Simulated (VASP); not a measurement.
# C (P6_3/mmc) in VASP: settings compared

One crystal, C, is run at these levels: rev-vdW-DF2, vdW-DF, vdW-DF2, optB86b-vdW; tasks: relaxation of cell and atoms.

The COD entry that gives the cell may itself be a prediction, so a difference from it is no test against experiment.

Program: VASP 6.6.1. These are calculated values, not measurements. Logs are shortened: lines on timing, memory, paths and dates and some standing lists are left out, and cuts for length are marked.

## (1) The crystal as given

Symmetry: P6_3/mmc, No. 194, hexagonal system. Conventional cell: a = 2.522 Å, b = 2.522 Å, c = 8.237 Å, α = 90.00°, β = 90.00°, γ = 120.00°. Around C (site symmetry 3m) lie 4 C at 1.54 Å. C (site symmetry 3m) is surrounded by 4 C at 1.54 Å.

This is a hexagonal form of diamond, not graphite.

## (2) Relaxation of cell and atoms, rev-vdW-DF2

Contents of INCAR:

```
  AGGAC = 0.0
  ALGO = Normal
  EDIFF = 1E-6
  EDIFFG = -0.01
  ENCUT = 600
  GGA = MK
  IBRION = 2
  ISIF = 3
  ISMEAR = -1
  LASPH = T
  LCHARG = F
  LREAL = F
  LUSE_VDW = T
  LWAVE = F
  NELM = 100
  NSW = 40
  PARAM1 = 0.1234
  PARAM2 = 0.711357
  PREC = Accurate
  SIGMA = 0.05
  ZAB_VDW = -1.8867
```

Contents of KPOINTS:

```
k-points
0
Gamma
  12 12 4
```

Contents of POSCAR:

```
C
1.0
    2.5221000000      0.0000000000      0.0000000000
   -1.2610500000      2.1842026709      0.0000000000
    0.0000000000      0.0000000000      8.2371000000
C
8
Direct
    0.6666666667      0.3333333333      0.8437500000
    0.3333333333      0.6666666667      0.3437500000
    0.6666666667      0.3333333333      0.6562500000
    0.3333333333      0.6666666667      0.1562500000
    0.0000000000      0.0000000000      0.9062500000
    0.0000000000      0.0000000000      0.4062500000
    0.0000000000      0.0000000000      0.5937500000
    0.0000000000      0.0000000000      0.0937500000
```

Potentials or basis: VASP PAW PBE potentials, release 64 (C).

The run is started by

```sh
> cat potpaw_PBE.64/C/POTCAR > POTCAR
> mpirun -np 1 vasp_std > vasp.out
```

OUTCAR:

```text
EDIFF = 1E-6
   EDIFFG = -0.01
   ENCUT = 600
   GGA = MK
   IBRION = 2
   ISIF = 3
   ISMEAR = -1
   LASPH = T
   LREAL = F
   NELM = 100
   NSW = 40
   PREC = Accurate

 ion  position               nearest neighbor table
   1  0.667  0.333  0.844-   3 1.54   5 1.54   5 1.54   5 1.54
   2  0.333  0.667  0.344-   4 1.54   6 1.54   6 1.54   6 1.54
   3  0.667  0.333  0.656-   1 1.54   7 1.54   7 1.54   7 1.54
   4  0.333  0.667  0.156-   2 1.54   8 1.54   8 1.54   8 1.54
   5  0.000  0.000  0.906-   8 1.54   1 1.54   1 1.54   1 1.54
   6  0.000  0.000  0.406-   7 1.54   2 1.54   2 1.54   2 1.54
   7  0.000  0.000  0.594-   6 1.54   3 1.54   3 1.54   3 1.54
   8  0.000  0.000  0.094-   5 1.54   4 1.54   4 1.54   4 1.54

  LATTYP: Found a hexagonal cell.
 ALAT       =     2.5221000000
 C/A-ratio  =     3.2659688355

  Lattice vectors:

 A1 = (   2.5221000000,   0.0000000000,   0.0000000000)
 A2 = (  -1.2610500000,   2.1842026709,   0.0000000000)
 A3 = (   0.0000000000,   0.0000000000,   8.2371000000)

Analysis of symmetry for initial positions (statically):
=====================================================================
 Subroutine PRICEL returns:
 Original cell was already a primitive cell.

 Routine SETGRP: Setting up the symmetry group for a
 hexagonal supercell.

 Subroutine GETGRP returns: Found 24 space group operations
 (whereof 12 operations were pure point group operations)
 out of a pool of 24 trial point group operations.

The static configuration has the point symmetry D_3d.
 The point group associated with its full space group is D_6h.

Analysis of symmetry for dynamics (positions and initial velocities):
=====================================================================
 Subroutine PRICEL returns:
 Original cell was already a primitive cell.

 Routine SETGRP: Setting up the symmetry group for a
 hexagonal supercell.

 Subroutine GETGRP returns: Found 24 space group operations
 (whereof 12 operations were pure point group operations)
 out of a pool of 24 trial point group operations.

The dynamic configuration has the point symmetry D_3d.
 The point group associated with its full space group is D_6h.

 Subroutine INISYM returns: Found 24 space group operations
 (whereof 12 operations are pure point group operations),
 and found     1 'primitive' translations

----------------------------------------------------------------------------------------

                                     Primitive cell

  volume of cell :      45.3764

  direct lattice vectors                    reciprocal lattice vectors
     2.522100000  0.000000000  0.000000000     0.396494984  0.228916486  0.000000000
    -1.261050000  2.184202671  0.000000000     0.000000000  0.457832972  0.000000000
     0.000000000  0.000000000  8.237100000     0.000000000  0.000000000  0.121401950

  length of vectors
     2.522100000  2.522100000  8.237100000     0.457832972  0.457832972  0.121401950

  position of ions in fractional coordinates (direct lattice)
     0.666666667  0.333333333  0.843750000
     0.333333333  0.666666667  0.343750000
     0.666666667  0.333333333  0.656250000
     0.333333333  0.666666667  0.156250000
     0.000000000  0.000000000  0.906250000
     0.000000000  0.000000000  0.406250000
     0.000000000  0.000000000  0.593750000
     0.000000000  0.000000000  0.093750000

  ion indices of the primitive-cell ions
   primitive index   ion index
                 1           1
                 2           2
                 3           3
                 4           4
                 5           5
                 6           6
                 7           7
                 8           8

----------------------------------------------------------------------------------------

 KPOINTS: k-points

Automatic generation of k-mesh.
 Grid dimensions read from file:
 generate k-points for:   12   12    4

 Generating k-lattice:

  Cartesian coordinates                     Fractional coordinates (reciprocal lattice)
     0.033041249  0.019076374  0.000000000     0.083333333  0.000000000  0.000000000
     0.000000000  0.038152748  0.000000000     0.000000000  0.083333333  0.000000000
     0.000000000  0.000000000  0.030350487     0.000000000  0.000000000  0.250000000

  Length of vectors
     0.038152748  0.038152748  0.030350487

  Shift w.r.t. Gamma in fractional coordinates (k-lattice)
     0.000000000  0.000000000  0.000000000

 Subroutine IBZKPT returns following result:
 ===========================================

 Found     57 irreducible k-points:

 Following reciprocal coordinates:
            Coordinates               Weight
  0.000000  0.000000  0.000000      1.000000
  0.083333  0.000000  0.000000      6.000000
  0.166667  0.000000  0.000000      6.000000
  0.250000  0.000000  0.000000      6.000000
  0.333333  0.000000  0.000000      6.000000
  0.416667  0.000000  0.000000      6.000000
[... 16 lines left out ...]
  0.250000  0.000000  0.250000     12.000000
  0.333333  0.000000  0.250000     12.000000
 [... further k-points ...]
   k-points           NKPTS =     57   k-points in BZ     NKDIM =     57   number of bands    NBANDS=     21
   number of dos      NEDOS =    301   number of ions     NIONS =      8
   total plane-waves  NPLWV =  28000
   dimension x,y,z NGX =    20 NGY =   20 NGZ =   70
   dimension x,y,z NGXF=    40 NGYF=   40 NGZF=  140
   ions per type =               8
   NGX,Y,Z   is equivalent  to a cutoff of  13.18, 13.18, 14.13 a.u.
   NGXF,Y,Z  is equivalent  to a cutoff of  26.37, 26.37, 28.26 a.u.
 SYSTEM =  unknown system
   PREC   = accura    normal or accurate (medium, high low for compatibility)
   ISTART =      0    job   : 0-new  1-cont  2-samecut
   ICHARG =      2    charge: 1-file 2-atom 10-const
   ISPIN  =      1    spin polarized calculation?
   LNONCOLLINEAR =      F non collinear calculations
   LSORBIT =      F    spin-orbit coupling
   LASPH  =      T    aspherical Exc in radial PAW
   ENCUT  =  600.0 eV  44.10 Ry    6.64 a.u.   5.04  5.04 16.45*2*pi/ulx,y,z
   NELM   =    100;   NELMIN=  2; NELMDL= -5     # of ELM steps
   EDIFF  = 0.1E-05   stopping-criterion for ELM
   LREAL  =      F    real-space projection
   EDIFFG = -.1E-01   stopping-criterion for IOM
   NSW    =     40    number of steps for IOM
   IBRION =      2    ionic relax: 0-MD 1-quasi-New 2-CG
   NFREE  =      1    steps in history (QN), initial steepest desc. (CG)
   ISIF   =      3    stress and relaxation
   ISYM   =      2    0-nonsym 1-usesym 2-fastsym
   POTIM  = 0.5000    time-step for ionic-motion
   TEBEG  =    0.0;   TEEND  =   0.0 temperature during run
   PSTRESS=    0.0 pullay stress
   NELECT =      32.0000    total number of electrons
   NUPDOWN=      -1.0000    fix difference up-down
   EMIN   =  10.00;   EMAX   =-10.00  energy-range for DOS
   EFERMI =   0.00;   METHOD = LEGACY
   ISMEAR =    -1;   SIGMA  =   0.05  broadening in eV -4-tet -1-fermi 0-gaus
   EFERMI_NEDOS =   21; number of points for ismear=-14 and -15
   IALGO  =     38    algorithm
   IMIX   =      4    mixing-type and parameters
     AMIX     =   0.40;   BMIX     =  1.00
     AMIX_MAG =   1.60;   BMIX_MAG =  1.00
  volume/ion in A,a.u.               =       5.67        38.28
  Fermi-wavevector in a.u.,A,eV,Ry     =   1.457186  2.753682 28.890486  2.123391
  Thomas-Fermi vector in A             =   2.574017
   LORBIT       =      0    0 simple, 1 ext, 2 COOP (PROOUT), +10 PAW based schemes
   GGA     = MK    functional components
   LHFCALC =     F    Hartree Fock is set to
   AEXX    =    0.0000 exact exchange contribution
   IVDW_NL    =     1    kernel type
   BPARAM     = 6.3000
   IVDW    =     0    specifies the selected vdW correction
   LEPSILON=     F    determine dielectric tensor
   LRPA    =     F    only Hartree local field effects (RPA)
 conjugate gradient relaxation of ions
 non-spin polarized calculation
  energy-cutoff  :      600.00
  volume of cell :       45.38
 maximum number of plane-waves:      1534
   NGX = 11   NGY = 11   NGZ = 33

--------------------------------------- Ionic step        1  -------------------------------------------

 number of electron      31.9999998 magnetization

 Free energy of the ion-electron system (eV)
  ---------------------------------------------------
  ext. energy  EPLUGINS =         0.00000000
  ---------------------------------------------------
  free energy    TOTEN  =       -65.90475535 eV

  energy without entropy =      -65.90475535  energy(sigma->0) =      -65.90475535

------------------------ aborting loop because EDIFF is reached ----------------------------------------

  FORCE on cell =-STRESS in cart. coord.  units (eV):
  Direction    XX          YY          ZZ          XY          YZ          ZX
  --------------------------------------------------------------------------------------
  -------------------------------------------------------------------------------------
  Total       -1.0586047     -1.0586047      2.5240827      0.0000000      0.0000000      0.0000000
  in kB      -37.3778921    -37.3778921     89.1219305      0.0000000      0.0000000      0.0000000
  external PRESSURE =       4.7887154 kB  Pullay stress =       0.0000000 kB

 VOLUME and BASIS-vectors are now :
 -----------------------------------------------------------------------------
  energy-cutoff  :      600.00
  volume of cell :       45.38
      direct lattice vectors                 reciprocal lattice vectors
     2.522100000  0.000000000  0.000000000     0.396494984  0.228916486  0.000000000
    -1.261050000  2.184202671  0.000000000     0.000000000  0.457832972  0.000000000
     0.000000000  0.000000000  8.237100000     0.000000000  0.000000000  0.121401950
[... 190 lines left out ...]
  FREE ENERGIE OF THE ION-ELECTRON SYSTEM (eV)
  ---------------------------------------------------
  free  energy   TOTEN  =       -65.9248496082 eV

  energy  without entropy=      -65.9248496082  energy(sigma->0) =      -65.92484961

Total vdW correction in eV:      2.7914753

--------------------------------------- Ionic step        6  -------------------------------------------

 number of electron      31.9999998 magnetization

 Free energy of the ion-electron system (eV)
  ---------------------------------------------------
  ext. energy  EPLUGINS =         0.00000000
  ---------------------------------------------------
  free energy    TOTEN  =       -65.92498955 eV

  energy without entropy =      -65.92498955  energy(sigma->0) =      -65.92498955

 E-fermi :  10.7456     XC(G=0): -13.2824

 val. band max:        9.7566422623   @ k =   0.0000   0.0000   0.0000
 cond. band min:      14.3452878382   @ k =   0.4167   0.0000   0.0000
 fundamental gap:      4.5886455759
 Fermi energy:        10.7455541567

 k-point     1 :       0.0000    0.0000    0.0000
  band No.  band energies     occupation
      1     -11.7605      2.00000
      2     -10.1220      2.00000
      3     -10.0184      2.00000
      4      -6.0930      2.00000
      5      -3.6982      2.00000
      6       2.9527      2.00000
[... 13 lines left out ...]
     20      16.8990      0.00000
     21      16.8990      0.00000
[... 529 lines left out ...]
 k-point    24 :       0.3333    0.0000    0.2500
  band No.  band energies     occupation
      1      -8.9591      2.00000
      2      -8.1391      2.00000
      3      -6.5420      2.00000
      4      -4.3961      2.00000
      5      -1.3537      2.00000
      6      -0.3450      2.00000
[... 13 lines left out ...]
     20      17.2697      0.00000
     21      17.8503      0.00000

 [... further k-points ...]

------------------------ aborting loop because EDIFF is reached ----------------------------------------

  FORCE on cell =-STRESS in cart. coord.  units (eV):
  Direction    XX          YY          ZZ          XY          YZ          ZX
  --------------------------------------------------------------------------------------
  -------------------------------------------------------------------------------------
  Total       -0.0076678     -0.0076678      0.0124593     -0.0000000     -0.0000000      0.0000000
  in kB       -0.2705029     -0.2705029      0.4395351     -0.0000000     -0.0000000      0.0000000
  external PRESSURE =      -0.0338236 kB  Pullay stress =       0.0000000 kB

 VOLUME and BASIS-vectors are now :
 -----------------------------------------------------------------------------
  energy-cutoff  :      600.00
  volume of cell :       45.42
      direct lattice vectors                 reciprocal lattice vectors
     2.514419055  0.000000000  0.000000000     0.397706181  0.229615771 -0.000000000
    -1.257209527  2.177550777 -0.000000000     0.000000000  0.459231541 -0.000000000
     0.000000000  0.000000000  8.294779303     0.000000000  0.000000000  0.120557758

 POSITION                                       TOTAL-FORCE (eV/Angst)
 -----------------------------------------------------------------------------------
      1.25721      0.72585      7.00458         0.000000      0.000000      0.002732
     -0.00000      1.45170      2.85719         0.000000      0.000000      0.002732
      1.25721      0.72585      5.43759        -0.000000     -0.000000     -0.002732
     -0.00000      1.45170      1.29020        -0.000000     -0.000000     -0.002732
      0.00000      0.00000      7.52376         0.000000      0.000000      0.004404
      0.00000      0.00000      3.37637         0.000000      0.000000      0.004404
      0.00000      0.00000      4.91841        -0.000000     -0.000000     -0.004404
      0.00000      0.00000      0.77102        -0.000000     -0.000000     -0.004404
 -----------------------------------------------------------------------------------
    total drift:                               -0.000000      0.000000      0.000000

  FREE ENERGIE OF THE ION-ELECTRON SYSTEM (eV)
  ---------------------------------------------------
  free  energy   TOTEN  =       -65.9249895509 eV

  energy  without entropy=      -65.9249895509  energy(sigma->0) =      -65.92498955

Total vdW correction in eV:      2.7916950

 reached required accuracy - stopping structural energy minimisation
```

Wall time 7.5 min (1 thread of Intel Xeon Platinum 8375C at 2.90GHz (Ice Lake), shared host); peak memory 0.37 GiB.

Results:

| Property | Result |
| --- | --- |
| Free energy | -65.9250 eV |
| Relaxed volume | 5.68 Å³/atom |
| Relaxed cell | a = 2.514 Å, b = 2.514 Å, c = 8.295 Å, α = 90.00°, β = 90.00°, γ = 120.00° |
| Space group after relaxing (to 0.05 Å) | P6_3/mmc (No. 194) |
| Energy gained by relaxing | 2.5 meV/atom |
| Ionic steps | 6 |
| Pressure after relaxing | 0.0 GPa |
| Largest force after relaxing | 0.004 eV/Å |
| Band gap on the k mesh | 4.59 eV, indirect (least direct gap 5.34 eV) |

Forces on the atoms (eV/Å):
```
C    0.000  0.000  0.003
C    0.000  0.000  0.003
C    0.000  0.000 -0.003
C    0.000  0.000 -0.003
C    0.000  0.000  0.004
C    0.000  0.000  0.004
C    0.000  0.000 -0.004
C    0.000  0.000 -0.004
```

Step by step:
```
step  energy change (eV)  largest force (eV/Å)  pressure (GPa)  volume (Å³)
   1              0.0000                0.3436            0.48        45.38
   2              0.0130                0.5026           -0.35        45.48
   3             -0.0200                0.0419           -0.06        45.42
   4             -0.0200                0.0347           -0.05        45.42
   5             -0.0201                0.0349            0.04        45.41
   6             -0.0202                0.0044            0.00        45.42
```

Final structure:
```
C
1.0
     2.51442    0.00000    0.00000
    -1.25721    2.17755    0.00000
     0.00000    0.00000    8.29478
C
8
Direct
  0.66667 0.33333 0.84446
  0.33333 0.66667 0.34446
  0.66667 0.33333 0.65554
  0.33333 0.66667 0.15554
  0.00000 0.00000 0.90705
  0.00000 0.00000 0.40705
  0.00000 0.00000 0.59295
  0.00000 0.00000 0.09295
```

Levels at points of the mesh, in eV from the valence-band top:
```tsv
k point	band 14	band 15	band 16	band 17	band 18	band 19
(0.00, 0.00, 0.00)	-0.23	0.00	0.00	5.34	5.34	5.50
(0.50, 0.00, 0.00)	-4.65	-3.65	-2.94	4.66	5.61	6.04
(0.00, 0.00, 0.50)	-0.64	-0.64	-0.64	6.10	6.10	6.10
(0.50, 0.00, 0.50)	-4.70	-3.64	-3.64	5.00	5.00	7.01
```

Caveat: the PAW data sets were made with another functional, which shifts forces and pressure a little.

## (3) Relaxation of cell and atoms, vdW-DF

Contents of INCAR:

```
SYSTEM = C
PREC = Accurate
ENCUT = 600
EDIFF = 1E-6
ISMEAR = -1
SIGMA = 0.05
LREAL = .False.
LASPH = .True.
NELM = 60
ALGO = Normal
ISIF = 3
LWAVE = .False.
LCHARG = .False.
GGA = RE
LUSE_VDW = .True.
AGGAC = 0.0
IBRION = 2
NSW = 40
EDIFFG = -0.005
```

Contents of KPOINTS:

```
regular mesh
0
Gamma
  12 12 4
  0 0 0
```

POSCAR is that of step 2.

Potentials or basis: VASP PAW PBE potentials, release 64 (C).

The run is started by

```sh
> cat potpaw_PBE.64/C/POTCAR > POTCAR
> mpirun -np 1 vasp_std > vasp.out
```

Wall time 8.8 min (1 thread of Intel Xeon Platinum 8375C at 2.90GHz (Ice Lake), shared host); peak memory 0.38 GiB.

It converged, with:

- Free energy: -58.5463 eV
- Relaxed volume: 5.83 Å³/atom
- Relaxed cell: a = 2.537 Å, b = 2.537 Å, c = 8.366 Å, α = 90.00°, β = 90.00°, γ = 120.00°
- Space group after relaxing (to 0.05 Å): P6_3/mmc (No. 194)
- Energy gained by relaxing: 8.0 meV/atom
- Ionic steps: 8
- Pressure after relaxing: 0.0 GPa
- Band gap on the k mesh: 4.75 eV, indirect (least direct gap 5.38 eV)

The path:
| step | energy change (eV) | largest force (eV/Å) | pressure (GPa) | volume (Å³) |
| --- | --- | --- | --- | --- |
| 1 | 0.0000 | 0.3455 | 11.68 | 45.38 |
| 2 | 0.0241 | 0.5082 | -12.03 | 48.14 |
| 3 | -0.0633 | 0.0722 | 0.12 | 46.61 |
| 4 | -0.0634 | 0.0639 | 0.33 | 46.58 |
| 5 | -0.0633 | 0.0902 | -0.22 | 46.65 |
| 6 | -0.0636 | 0.0115 | 0.07 | 46.61 |
| 7 | -0.0636 | 0.0184 | -0.08 | 46.63 |
| 8 | -0.0636 | 0.0010 | -0.01 | 46.62 |

Final structure:
```
CELL_PARAMETERS angstrom
2.53663 0.00000 0.00000
-1.26832 2.19679 0.00000
0.00000 0.00000 8.36647
ATOMIC_POSITIONS crystal
C 0.66667 0.33333 0.84449
C 0.33333 0.66667 0.34449
C 0.66667 0.33333 0.65551
C 0.33333 0.66667 0.15551
C 0.00000 0.00000 0.90703
C 0.00000 0.00000 0.40703
C 0.00000 0.00000 0.59297
C 0.00000 0.00000 0.09297
```

Levels at points of the mesh, in eV from the valence-band top:
| k point | band 14 | band 15 | band 16 | band 17 | band 18 | band 19 |
| --- | --- | --- | --- | --- | --- | --- |
| (0.00, 0.00, 0.00) | -0.20 | 0.00 | 0.00 | 5.38 | 5.38 | 5.53 |
| (0.50, 0.00, 0.00) | -4.51 | -3.51 | -2.85 | 4.85 | 5.76 | 6.18 |
| (0.00, 0.00, 0.50) | -0.62 | -0.62 | -0.62 | 6.12 | 6.12 | 6.12 |
| (0.50, 0.00, 0.50) | -4.52 | -3.51 | -3.51 | 5.17 | 5.17 | 7.17 |

Caveat: the PAW data sets were made with another functional, which shifts forces and pressure a little.

(Part 1 of 2 ends here.)
